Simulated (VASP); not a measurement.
# CuI (Marshite) (F-43m) in VASP: further runs

The runs below take CuI (Marshite) through relaxation of the atoms, with LDA.

Everything below comes from runs of VASP 6.6.1. Logs are shortened: lines on timing, memory, paths and dates and some standing lists are left out, and cuts for length are marked.

## 1. The undisturbed crystal

It takes space group F-43m (No. 216, cubic). The conventional cell has a = 6.063 Å, b = 6.063 Å, c = 6.063 Å, α = 90.00°, β = 90.00°, γ = 90.00°. Around Cu (site symmetry -43m) lie 4 I at 2.63 Å. I (site symmetry -43m) is surrounded by 4 Cu at 2.63 Å.

## 2. Relaxation of the atoms, LDA (a relaxed cell with its volume scaled by 0.94)

Contents of INCAR:

```
SYSTEM = CuI
PREC = Accurate
ENCUT = 600
EDIFF = 1E-7
ISMEAR = 0
SIGMA = 0.03
LREAL = .False.
LASPH = .True.
NELM = 80
ALGO = Normal
ISIF = 2
LWAVE = .False.
LCHARG = .False.
GGA = CA
IBRION = 2
NSW = 40
EDIFFG = -0.01
```

Contents of KPOINTS:

```
regular mesh
0
Gamma
  8 8 8
  0 0 0
```

Contents of POSCAR:

```
CuI                                     
1.0
    0.0000000000      2.8731001838      2.8731001838
    2.8731001838     -0.0000000000      2.8731001838
    2.8731001838      2.8731001838     -0.0000000000
  Cu              I             
     1     1
Direct
     0.2500000000000000    0.2500000000000000    0.2500000000000000
     0.0000000000000000    0.0000000000000000    1.0000000000000000
```

Potentials or basis: VASP PAW LDA potentials, release 64 (Cu, I).

Started as:

```console
$ cat potpaw_LDA.64/Cu/POTCAR potpaw_LDA.64/I/POTCAR > POTCAR
$ mpirun -np 1 vasp_std > vasp.out
```

OUTCAR:

```text
SYSTEM = CuI
   PREC = Accurate
   ENCUT = 600
   EDIFF = 1E-7
   ISMEAR = 0
   LREAL = .False.
   LASPH = .True.
   NELM = 80
   ISIF = 2
   GGA = CA
   IBRION = 2
   NSW = 40
   EDIFFG = -0.01

 ion  position               nearest neighbor table
   1  0.250  0.250  0.250-   2 2.49   2 2.49   2 2.49   2 2.49
   2  0.000  0.000  0.000-   1 2.49   1 2.49   1 2.49   1 2.49

  LATTYP: Found a face centered cubic cell.
 ALAT       =     5.7462003676

  Lattice vectors:

 A1 = (   0.0000000000,   2.8731001838,   2.8731001838)
 A2 = (   2.8731001838,   0.0000000000,   2.8731001838)
 A3 = (   2.8731001838,   2.8731001838,   0.0000000000)

Analysis of symmetry for initial positions (statically):
=====================================================================
 Subroutine PRICEL returns:
 Original cell was already a primitive cell.

 Routine SETGRP: Setting up the symmetry group for a
 face centered cubic supercell.

 Subroutine GETGRP returns: Found 24 space group operations
 (whereof 24 operations were pure point group operations)
 out of a pool of 48 trial point group operations.

The static configuration has the point symmetry T_d .

Analysis of symmetry for dynamics (positions and initial velocities):
=====================================================================
 Subroutine PRICEL returns:
 Original cell was already a primitive cell.

 Routine SETGRP: Setting up the symmetry group for a
 face centered cubic supercell.

 Subroutine GETGRP returns: Found 24 space group operations
 (whereof 24 operations were pure point group operations)
 out of a pool of 48 trial point group operations.

The dynamic configuration has the point symmetry T_d .

 Subroutine INISYM returns: Found 24 space group operations
 (whereof 24 operations are pure point group operations),
 and found     1 'primitive' translations

----------------------------------------------------------------------------------------

                                     Primitive cell

  volume of cell :      47.4332

  direct lattice vectors                    reciprocal lattice vectors
     0.000000000  2.873100184  2.873100184    -0.174028042  0.174028042  0.174028042
     2.873100184  0.000000000  2.873100184     0.174028042 -0.174028042  0.174028042
     2.873100184  2.873100184  0.000000000     0.174028042  0.174028042 -0.174028042

  length of vectors
     4.063177246  4.063177246  4.063177246     0.301425411  0.301425411  0.301425411

  position of ions in fractional coordinates (direct lattice)
     0.250000000  0.250000000  0.250000000
     0.000000000  0.000000000  0.000000000

  ion indices of the primitive-cell ions
   primitive index   ion index
                 1           1
                 2           2

----------------------------------------------------------------------------------------

 KPOINTS: regular mesh

Automatic generation of k-mesh.
 Grid dimensions read from file:
 generate k-points for:    8    8    8

 Generating k-lattice:

  Cartesian coordinates                     Fractional coordinates (reciprocal lattice)
    -0.021753505  0.021753505  0.021753505     0.125000000  0.000000000  0.000000000
     0.021753505 -0.021753505  0.021753505     0.000000000  0.125000000  0.000000000
     0.021753505  0.021753505 -0.021753505     0.000000000  0.000000000  0.125000000

  Length of vectors
     0.037678176  0.037678176  0.037678176

  Shift w.r.t. Gamma in fractional coordinates (k-lattice)
     0.000000000  0.000000000  0.000000000

 Subroutine IBZKPT returns following result:
 ===========================================

 Found     29 irreducible k-points:

 Following reciprocal coordinates:
            Coordinates               Weight
  0.000000  0.000000  0.000000      1.000000
  0.125000  0.000000  0.000000      8.000000
  0.250000  0.000000  0.000000      8.000000
  0.375000  0.000000  0.000000      8.000000
  0.500000  0.000000  0.000000      4.000000
  0.125000  0.125000  0.000000      6.000000
[... 16 lines left out ...]
  0.500000  0.250000  0.125000     48.000000
 -0.375000  0.250000  0.125000     24.000000
 [... further k-points ...]
   k-points           NKPTS =     29   k-points in BZ     NKDIM =     29   number of bands    NBANDS=     13
   number of dos      NEDOS =    301   number of ions     NIONS =      2
   total plane-waves  NPLWV =  32768
   dimension x,y,z NGX =    32 NGY =   32 NGZ =   32
   dimension x,y,z NGXF=    64 NGYF=   64 NGZF=   64
   ions per type =               1   1
   NGX,Y,Z   is equivalent  to a cutoff of  13.09, 13.09, 13.09 a.u.
   NGXF,Y,Z  is equivalent  to a cutoff of  26.19, 26.19, 26.19 a.u.
 SYSTEM =  CuI
   PREC   = accura    normal or accurate (medium, high low for compatibility)
   ISTART =      0    job   : 0-new  1-cont  2-samecut
   ICHARG =      2    charge: 1-file 2-atom 10-const
   ISPIN  =      1    spin polarized calculation?
   LNONCOLLINEAR =      F non collinear calculations
   LSORBIT =      F    spin-orbit coupling
   LASPH  =      T    aspherical Exc in radial PAW
   ENCUT  =  600.0 eV  44.10 Ry    6.64 a.u.   8.12  8.12  8.12*2*pi/ulx,y,z
   NELM   =     80;   NELMIN=  2; NELMDL= -5     # of ELM steps
   EDIFF  = 0.1E-06   stopping-criterion for ELM
   LREAL  =      F    real-space projection
   EDIFFG = -.1E-01   stopping-criterion for IOM
   NSW    =     40    number of steps for IOM
   IBRION =      2    ionic relax: 0-MD 1-quasi-New 2-CG
   NFREE  =      1    steps in history (QN), initial steepest desc. (CG)
   ISIF   =      2    stress and relaxation
   ISYM   =      2    0-nonsym 1-usesym 2-fastsym
   POTIM  = 0.5000    time-step for ionic-motion
   TEBEG  =    0.0;   TEEND  =   0.0 temperature during run
   PSTRESS=    0.0 pullay stress
   NELECT =      18.0000    total number of electrons
   NUPDOWN=      -1.0000    fix difference up-down
   EMIN   =  10.00;   EMAX   =-10.00  energy-range for DOS
   EFERMI =   0.00;   METHOD = LEGACY
   ISMEAR =     0;   SIGMA  =   0.03  broadening in eV -4-tet -1-fermi 0-gaus
   EFERMI_NEDOS =   21; number of points for ismear=-14 and -15
   IALGO  =     38    algorithm
   IMIX   =      4    mixing-type and parameters
     AMIX     =   0.40;   BMIX     =  1.00
     AMIX_MAG =   1.60;   BMIX_MAG =  1.00
  volume/ion in A,a.u.               =      23.72       160.05
  Fermi-wavevector in a.u.,A,eV,Ry     =   1.185236  2.239772 19.113257  1.404785
  Thomas-Fermi vector in A             =   2.321434
   LORBIT       =      0    0 simple, 1 ext, 2 COOP (PROOUT), +10 PAW based schemes
   GGA     = CA    functional components
   LHFCALC =     F    Hartree Fock is set to
   AEXX    =    0.0000 exact exchange contribution
   IVDW    =     0    specifies the selected vdW correction
   LEPSILON=     F    determine dielectric tensor
   LRPA    =     F    only Hartree local field effects (RPA)
 conjugate gradient relaxation of ions
 non-spin polarized calculation
 Gauss-broadening in eV      SIGMA  =   0.03
  energy-cutoff  :      600.00
  volume of cell :       47.43
 maximum number of plane-waves:      1604
   NGX = 17   NGY = 17   NGZ = 17

 number of electron      18.0000009 magnetization

 Free energy of the ion-electron system (eV)
  ---------------------------------------------------
  ext. energy  EPLUGINS =         0.00000000
  ---------------------------------------------------
  free energy    TOTEN  =        -6.95966497 eV

  energy without entropy =       -6.95966497  energy(sigma->0) =       -6.95966497

 E-fermi :   6.2632     XC(G=0): -10.0413

 val. band max:        6.1055496164   @ k =   0.0000   0.0000   0.0000
 cond. band min:       7.5848115721   @ k =   0.0000   0.0000   0.0000
 fundamental gap:      1.4792619558
 Fermi energy:         6.2631777101

 k-point     1 :       0.0000    0.0000    0.0000
  band No.  band energies     occupation
      1      -8.8484      2.00000
      2       1.6316      2.00000
      3       1.6316      2.00000
      4       1.6316      2.00000
      5       3.4091      2.00000
      6       3.4091      2.00000
      7       6.1055      2.00000
      8       6.1055      2.00000
      9       6.1055      2.00000
     10       7.5848      0.00000
     11      10.7725      0.00000
     12      10.7725      0.00000
     13      10.7725      0.00000

 k-point     2 :       0.1250    0.0000    0.0000
  band No.  band energies     occupation
      1      -8.7444      2.00000
      2       1.3409      2.00000
      3       1.6463      2.00000
      4       1.6463      2.00000
      5       3.3999      2.00000
      6       3.3999      2.00000
      7       5.2355      2.00000
      8       5.9322      2.00000
      9       5.9322      2.00000
     10       8.3205      0.00000
     11      10.7953      0.00000
     12      11.0459      0.00000
     13      11.0459      0.00000

 k-point     3 :       0.2500    0.0000    0.0000
  band No.  band energies     occupation
      1      -8.4727      2.00000
      2       0.5932      2.00000
      3       1.6773      2.00000
      4       1.6773      2.00000
      5       3.3940      2.00000
      6       3.3940      2.00000
      7       4.2507      2.00000
      8       5.5638      2.00000
      9       5.5638      2.00000
     10       8.5526      0.00000
     11      11.4387      0.00000
     12      11.4387      0.00000
     13      11.8972      0.00000
[... 305 lines left out ...]
 k-point    23 :       0.5000    0.2500    0.1250
  band No.  band energies     occupation
      1      -7.9979      2.00000
      2      -0.0225      2.00000
      3       1.2031      2.00000
      4       1.6971      2.00000
      5       3.3437      2.00000
      6       3.4261      2.00000
      7       3.6949      2.00000
      8       4.2167      2.00000
      9       4.8197      2.00000
     10       9.8932      0.00000
     11      10.6635      0.00000
     12      11.7118      0.00000
     13      13.3526      0.00000

 k-point    24 :      -0.3750    0.2500    0.1250
  band No.  band energies     occupation
      1      -7.8805      2.00000
      2      -0.2038      2.00000
      3       1.0878      2.00000
      4       1.6927      2.00000
      5       3.3189      2.00000
      6       3.4201      2.00000
      7       3.5724      2.00000
      8       4.1976      2.00000
      9       4.6281      2.00000
     10       9.8767      0.00000
     11      10.5050      0.00000
     12      12.5635      0.00000
     13      13.8520      0.00000

 [... further k-points ...]
[... 5 lines left out ...]
  --------------------------------------------------------------------------------------
  -------------------------------------------------------------------------------------
  Total        1.2152821      1.2152821      1.2152821      0.0000000      0.0000000      0.0000000
  in kB       41.0492659     41.0492659     41.0492659      0.0000000      0.0000000      0.0000000
  external PRESSURE =      41.0492659 kB  Pullay stress =       0.0000000 kB

 VOLUME and BASIS-vectors are now :
 -----------------------------------------------------------------------------
  energy-cutoff  :      600.00
  volume of cell :       47.43
      direct lattice vectors                 reciprocal lattice vectors
     0.000000000  2.873100184  2.873100184    -0.174028042  0.174028042  0.174028042
     2.873100184  0.000000000  2.873100184     0.174028042 -0.174028042  0.174028042
     2.873100184  2.873100184  0.000000000     0.174028042  0.174028042 -0.174028042

 POSITION                                       TOTAL-FORCE (eV/Angst)
 -----------------------------------------------------------------------------------
      1.43655      1.43655      1.43655        -0.000000     -0.000000     -0.000000
      0.00000      0.00000      0.00000         0.000000      0.000000      0.000000
 -----------------------------------------------------------------------------------
    total drift:                               -0.000001     -0.000001     -0.000001

  FREE ENERGIE OF THE ION-ELECTRON SYSTEM (eV)
  ---------------------------------------------------
  free  energy   TOTEN  =        -6.9596649735 eV

  energy  without entropy=       -6.9596649735  energy(sigma->0) =       -6.95966497

 reached required accuracy - stopping structural energy minimisation
```

It took 9.3 s on 1 thread of Intel Xeon 6975P-C (Granite Rapids), shared host; peak memory 0.16 GiB.

Results:

| Quantity | Value |
| --- | --- |
| Free energy | -6.9597 eV |
| Pressure after relaxing | 4.1 GPa |
| Band gap on the k mesh | 1.48 eV, direct |

Final structure:
```cif
data_structure
_symmetry_space_group_name_H-M 'P 1'
_symmetry_Int_Tables_number 1
_cell_length_a 4.0632
_cell_length_b 4.0632
_cell_length_c 4.0632
_cell_angle_alpha 60.000
_cell_angle_beta 60.000
_cell_angle_gamma 60.000
_cell_volume 47.43
loop_
_atom_site_label
_atom_site_type_symbol
_atom_site_fract_x
_atom_site_fract_y
_atom_site_fract_z
_atom_site_occupancy
Cu1 Cu 0.25000 0.25000 0.25000 1
I1 I 0.00000 0.00000 0.00000 1
```

Caveat: the relaxation stopped at its first step, so nothing moved; spin-orbit coupling is left out, which moves the levels of the heavy elements.

## 3. Relaxation of the atoms, LDA (a relaxed cell with its volume scaled by 0.96)

INCAR is that of step 2.

KPOINTS is that of step 2.

Contents of POSCAR:

```
CuI                                     
1.0
    0.0000000000      2.8933339503      2.8933339503
    2.8933339503     -0.0000000000      2.8933339503
    2.8933339503      2.8933339503     -0.0000000000
  Cu              I             
     1     1
Direct
     0.2500000000000000    0.2500000000000000    0.2500000000000000
     0.0000000000000000    0.0000000000000000    1.0000000000000000
```

Potentials or basis: VASP PAW LDA potentials, release 64 (Cu, I).

Started as:

```console
$ cat potpaw_LDA.64/Cu/POTCAR potpaw_LDA.64/I/POTCAR > POTCAR
$ mpirun -np 1 vasp_std > vasp.out
```

Run time: 12 s. Hardware: 1 thread of Intel Xeon 6975P-C (Granite Rapids), shared host; peak memory 0.18 GiB.

The run converged. Its results:

* Free energy: -6.9806 eV
* Pressure after relaxing: 2.6 GPa
* Band gap on the k mesh: 1.41 eV, direct

Final structure:
```yaml
crystal:
  lattice:
    - [0.00000, 2.89333, 2.89333]
    - [2.89333, 0.00000, 2.89333]
    - [2.89333, 2.89333, 0.00000]
  atoms:
    - { symbol: Cu, position: [0.25000, 0.25000, 0.25000] }
    - { symbol: I, position: [0.00000, 0.00000, 0.00000] }
```

Levels at points of the mesh, in eV from the valence-band top:
```tsv
k point	band 6	band 7	band 8	band 9	band 10	band 11	band 12	band 13
(0.00, 0.00, 0.00)	-2.58	0.00	0.00	0.00	1.41	4.70	4.70	4.70
(0.50, 0.00, 0.00)	-2.55	-2.49	-0.97	-0.97	2.18	5.29	5.29	7.38
(0.50, 0.50, 0.00)	-2.49	-2.48	-2.10	-2.10	2.33	2.73	10.09	10.45
```

Caveat: the relaxation stopped at its first step, so nothing moved; spin-orbit coupling is left out, which moves the levels of the heavy elements.
